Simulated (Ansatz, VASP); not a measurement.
Two plane-wave programs on CdS

```
CELL_PARAMETERS angstrom
4.21589 0.00000 0.00000
-2.10795 3.65107 0.00000
0.00000 0.00000 6.88137
ATOMIC_POSITIONS crystal
Cd 0.33333 0.66667 0.00000
Cd 0.66667 0.33333 0.50000
S 0.33333 0.66667 0.38500
S 0.66667 0.33333 0.88500
```

Change from the starting cell: volume scaled by 1.06, PAW files.

Alike in both runs: task electric field gradients; functional LDA; k mesh 8 × 8 × 4; occupations fermi-dirac, width 0.02 eV; no spin polarisation.

|  | VASP | Ansatz |
| --- | --- | --- |
| version | VASP 6.6.1 | Ansatz 0.2.0 |
| potentials or method | VASP PAW LDA potentials, release 64 (Cd, S) | PAW with Ansatz's default frozen-core files, scalar-relativistic |
| plane-wave cutoff (eV) | 520 | 420 |
| valence electrons in the cell | 36 | 52 |

```csv
,VASP,Ansatz,Ansatz less VASP
gap on the k mesh at the Fermi level (eV),0.84,0.81,-0.025
pressure (GPa),-5.1,-5.5,-0.35
largest component of the traceless stress (GPa),0.80,0.73,-0.061
rms of the force components (eV/Å),0.111,0.106,-0.0053
Vzz of the field gradient on the site that differs most (V/Å²),33.0,29.0,-4.05
```

Atom by atom the forces differ by 0.005 eV/Å (rms over components). The two sets of potentials don't hold the same shells in valence. Ansatz warned: «gradients_without_spin_orbit».
